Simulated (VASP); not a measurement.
# Al in VASP: notebook

Aim: see how the results for Al move with the level of theory and the settings. Levels: RPBE, PBE+dDsC. Tasks: relaxation of the atoms.

All numbers are computed with VASP 6.6.1; they aren't measurements. Logs are shortened: lines on timing, memory, paths and dates and some standing lists are left out, and cuts for length are marked.

**1. The cell of the first run**

The cell holds a slab with vacuum, 5 atoms: a = 2.862 Å, b = 2.862 Å, c = 24.348 Å, α = 90.00°, β = 90.00°, γ = 120.00°.

The slab is cut from a database's or a generator's crystal, which needn't be the stable form of the element.

**2. Relaxation of the atoms, RPBE (the (1 1 1) slab of Al, cut from the database cell, not relaxed)**

The input, INCAR:

```
ALGO = Fast
DIPOL = 0.5 0.5 0.500
EDIFF = 1E-6
EDIFFG = -0.01
ENCUT = 520
GGA = RP
IBRION = 2
IDIPOL = 3
ISIF = 2
ISMEAR = 0
LASPH = T
LCHARG = F
LDIPOL = T
LREAL = F
LWAVE = F
NELM = 80
NSW = 40
PREC = Accurate
SIGMA = 0.05
```

The input, KPOINTS:

```
k-points
0
Gamma
  11 11 1
```

The input, POSCAR:

```
Al
1.0
    2.8623399660      0.0000000000      0.0000000000
   -1.4311699830      2.4788591248      0.0000000000
    0.0000000000      0.0000000000     24.3483631827
Al
5
Selective dynamics
Direct
    0.6666666667      0.3333333333      0.3080289194  F F F
    0.3333333333      0.6666666667      0.4040144597  F F F
    0.0000000000      0.0000000000      0.5000000000  T T T
    0.6666666667      0.3333333333      0.5959855403  T T T
    0.3333333333      0.6666666667      0.6919710806  T T T
```

Potentials or basis: VASP PAW PBE potentials, release 64 (Al).

The run is started by

```console
$ cat potpaw_PBE.64/Al/POTCAR > POTCAR
$ mpirun -np 1 vasp_std > vasp.out
```

OUTCAR:

```text
EDIFF = 1E-6
   EDIFFG = -0.01
   ENCUT = 520
   GGA = RP
   IBRION = 2
   ISIF = 2
   ISMEAR = 0
   LASPH = T
   LREAL = F
   NELM = 80
   NSW = 40
   PREC = Accurate

 ion  position               nearest neighbor table
   1  0.667  0.333  0.308-   2 2.86   2 2.86   2 2.86
   2  0.333  0.667  0.404-   1 2.86   3 2.86   1 2.86   3 2.86   3 2.86   1 2.86
   3  0.000  0.000  0.500-   2 2.86   4 2.86   2 2.86   4 2.86   4 2.86   2 2.86
   4  0.667  0.333  0.596-   5 2.86   3 2.86   5 2.86   3 2.86   3 2.86   5 2.86
   5  0.333  0.667  0.692-   4 2.86   4 2.86   4 2.86

  LATTYP: Found a hexagonal cell.
 ALAT       =     2.8623399660
 C/A-ratio  =     8.5064539754

  Lattice vectors:

 A1 = (   2.8623399660,   0.0000000000,   0.0000000000)
 A2 = (  -1.4311699830,   2.4788591248,   0.0000000000)
 A3 = (   0.0000000000,   0.0000000000,  24.3483631827)

Analysis of symmetry for initial positions (statically):
=====================================================================
 Subroutine PRICEL returns:
 Original cell was already a primitive cell.

 Routine SETGRP: Setting up the symmetry group for a
 hexagonal supercell.

 Subroutine GETGRP returns: Found 12 space group operations
 (whereof 12 operations were pure point group operations)
 out of a pool of 24 trial point group operations.

The static configuration has the point symmetry D_3d.

Analysis of symmetry for dynamics (positions and initial velocities):
=====================================================================
 Subroutine PRICEL returns:
 Original cell was already a primitive cell.

 Routine SETGRP: Setting up the symmetry group for a
 hexagonal supercell.

 Subroutine GETGRP returns: Found 12 space group operations
 (whereof 12 operations were pure point group operations)
 out of a pool of 24 trial point group operations.

The dynamic configuration has the point symmetry D_3d.

Analysis of constrained symmetry for selective dynamics:
=====================================================================
 Subroutine PRICEL returns:
 Original cell was already a primitive cell.

 Routine SETGRP: Setting up the symmetry group for a
 hexagonal supercell.

 Subroutine GETGRP returns: Found  6 space group operations
 (whereof  6 operations were pure point group operations)
 out of a pool of 24 trial point group operations.

The constrained configuration has the point symmetry C_3v.
[... 127 lines left out ...]
 conjugate gradient relaxation of ions
 non-spin polarized calculation
 RMM-DIIS sequential band-by-band and
 Gauss-broadening in eV      SIGMA  =   0.05
  energy-cutoff  :      520.00
  volume of cell :      172.76
 maximum number of plane-waves:      4687
 NGX is ok and might be reduce to    24
   NGX = 11   NGY = 11   NGZ = 91

--------------------------------------- Ionic step        1  -------------------------------------------

 number of electron      15.0000000 magnetization

 Free energy of the ion-electron system (eV)
  ---------------------------------------------------
  ext. energy  EPLUGINS =         0.00000000
  ---------------------------------------------------
  free energy    TOTEN  =       -16.86258263 eV

  energy without entropy =      -16.85897623  energy(sigma->0) =      -16.86077943

------------------------ aborting loop because EDIFF is reached ----------------------------------------

  FORCE on cell =-STRESS in cart. coord.  units (eV):
  Direction    XX          YY          ZZ          XY          YZ          ZX
  --------------------------------------------------------------------------------------
  -------------------------------------------------------------------------------------
  Total       -0.5031273     -0.5031273      0.3742953      0.0000000      0.0000000      0.0000000
  in kB       -4.6660094     -4.6660094      3.4712198      0.0000000      0.0000000      0.0000000
  external PRESSURE =      -1.9535997 kB  Pullay stress =       0.0000000 kB
[... 137 lines left out ...]
  FREE ENERGIE OF THE ION-ELECTRON SYSTEM (eV)
  ---------------------------------------------------
  free  energy   TOTEN  =       -16.8648639894 eV

  energy  without entropy=      -16.8614583271  energy(sigma->0) =      -16.86316116

 dipolmoment           0.000000      0.000000      0.000638 electrons x Angstroem

--------------------------------------- Ionic step        5  -------------------------------------------

 number of electron      15.0000000 magnetization

 dipolmoment           0.000000      0.000000     -0.000348 electrons x Angstroem

 Free energy of the ion-electron system (eV)
  ---------------------------------------------------
  ext. energy  EPLUGINS =         0.00000000
  ---------------------------------------------------
  free energy    TOTEN  =       -16.86498708 eV

  energy without entropy =      -16.86156782  energy(sigma->0) =      -16.86327745

 E-fermi :   1.8870     XC(G=0):  -5.6420

 val. band max:        1.8826695244   @ k =   0.2727   0.0909   0.0000
 cond. band min:       1.9635848011   @ k =   0.1818   0.0909   0.0000
 fundamental gap:      0.0809152767
 Fermi energy:         1.8869877330

 k-point     1 :       0.0000    0.0000    0.0000
  band No.  band energies     occupation
      1      -9.0017      2.00000
      2      -8.2636      2.00000
      3      -7.1715      2.00000
      4      -5.6697      2.00000
      5      -3.7528      2.00000
      6      -1.7370      2.00000
      7       0.6977      2.00000
      8       3.0414      0.00000
      9       4.7630      0.00000
     10       5.6932      0.00000
     11       5.9934      0.00000
[... 198 lines left out ...]
  band No.  band energies     occupation
      1      -1.8596      2.00000
      2      -1.8170      2.00000
      3      -1.1765      2.00000
      4      -1.1032      2.00000
      5      -0.2852      2.00000
      6      -0.0201      2.00000
      7       0.2157      2.00000
      8       0.8174      2.00000
      9       1.2577      2.00000
     10       1.4283      2.00000
     11       2.3969      0.00000

------------------------ aborting loop because EDIFF is reached ----------------------------------------

 vacuum level on the upper side and lower side of the slab       (xc-potential included)        -0.173        -0.161

  FORCE on cell =-STRESS in cart. coord.  units (eV):
  Direction    XX          YY          ZZ          XY          YZ          ZX
  --------------------------------------------------------------------------------------
  -------------------------------------------------------------------------------------
  Total       -0.5357642     -0.5357642      0.2463285     -0.0000000      0.0000000      0.0000000
  in kB       -4.9686843     -4.9686843      2.2844539     -0.0000000      0.0000000      0.0000000
  external PRESSURE =      -2.5509716 kB  Pullay stress =       0.0000000 kB
[... 20 lines left out ...]
  FREE ENERGIE OF THE ION-ELECTRON SYSTEM (eV)
  ---------------------------------------------------
  free  energy   TOTEN  =       -16.8649870762 eV

  energy  without entropy=      -16.8615678184  energy(sigma->0) =      -16.86327745

 reached required accuracy - stopping structural energy minimisation

 vacuum level on the upper side and lower side of the slab         5.618         5.627
```

OSZICAR:

```text
N       E                     dE             d eps       ncg     rms          rms(c)
DAV:   1     0.397897112485E+02    0.39790E+02   -0.48302E+03   352   0.959E+02
DAV:   2    -0.145655412971E+02   -0.54355E+02   -0.49041E+02   496   0.137E+02
DAV:   3    -0.173988553368E+02   -0.28333E+01   -0.26208E+01   470   0.286E+01
[... 49 lines left out ...]
RMM:   2    -0.168651713020E+02   -0.17399E-03   -0.52965E-04   386   0.147E-01    0.317E-02
RMM:   3    -0.168650715729E+02    0.99729E-04   -0.34169E-04   439   0.644E-02    0.248E-02
RMM:   4    -0.168649857877E+02    0.85785E-04   -0.35044E-05   374   0.325E-02    0.137E-02
RMM:   5    -0.168649866250E+02   -0.83734E-06   -0.14757E-05   268   0.155E-02    0.897E-03
RMM:   6    -0.168649870762E+02   -0.45115E-06   -0.25015E-06   243   0.109E-02
   5 F= -.16864987E+02 E0= -.16863277E+02  d E =-.308349E-03
```

CONTCAR:

```text
Al
   1.00000000000000
     2.8623399660000000    0.0000000000000000    0.0000000000000000
    -1.4311699830000000    2.4788591248000000    0.0000000000000000
     0.0000000000000000    0.0000000000000000   24.3483631827000018
  Al
     5
Selective dynamics
Direct
     0.6666666667000030    0.3333333332999970    0.3080289194000017   F   F   F
     0.3333333332999970    0.6666666667000030    0.4040144597000008   F   F   F
     0.0000000000000000    0.0000000000000000    0.4995926287824201   T   T   T
     0.6666666667000030    0.3333333332999970    0.5951759326270927   T   T   T
     0.3333333332999970    0.6666666667000030    0.6928313640972651   T   T   T

  0.00000000E+00  0.00000000E+00  0.00000000E+00
  0.00000000E+00  0.00000000E+00  0.00000000E+00
  0.00000000E+00  0.00000000E+00  0.00000000E+00
  0.00000000E+00  0.00000000E+00  0.00000000E+00
  0.00000000E+00  0.00000000E+00  0.00000000E+00
```

Wall time 3.7 min (1 thread of Intel Xeon Platinum 8375C at 2.90GHz (Ice Lake), shared host); peak memory 0.32 GiB.

Results:

- Free energy: -16.8650 eV
- Energy gained by relaxing: 0.5 meV/atom
- Ionic steps: 5
- Band gap on the k mesh: none (metal or under the smearing width)

The path:
| step | energy change (eV) | largest force (eV/Å) | pressure (GPa) |
| --- | --- | --- | --- |
| 1 | 0.0000 | 0.1300 | -0.20 |
| 2 | -0.0011 | 0.1284 | -0.21 |
| 3 | -0.0021 | 0.1251 | -0.24 |
| 4 | -0.0023 | 0.1153 | -0.24 |
| 5 | -0.0024 | 0.0997 | -0.26 |

Final structure:
```xyz
5
Lattice="2.8623 0.0000 0.0000 -1.4312 2.4789 0.0000 0.0000 0.0000 24.3484" Properties=species:S:1:pos:R:3 pbc="T T T"
Al    1.4312    0.8263    7.5000
Al    0.0000    1.6526    9.8371
Al    0.0000    0.0000   12.1643
Al    1.4312    0.8263   14.4916
Al    0.0000    1.6526   16.8693
```

Caveat: the PAW data sets were made with another functional, which shifts forces and pressure a little.

[end of part 1 of 2]
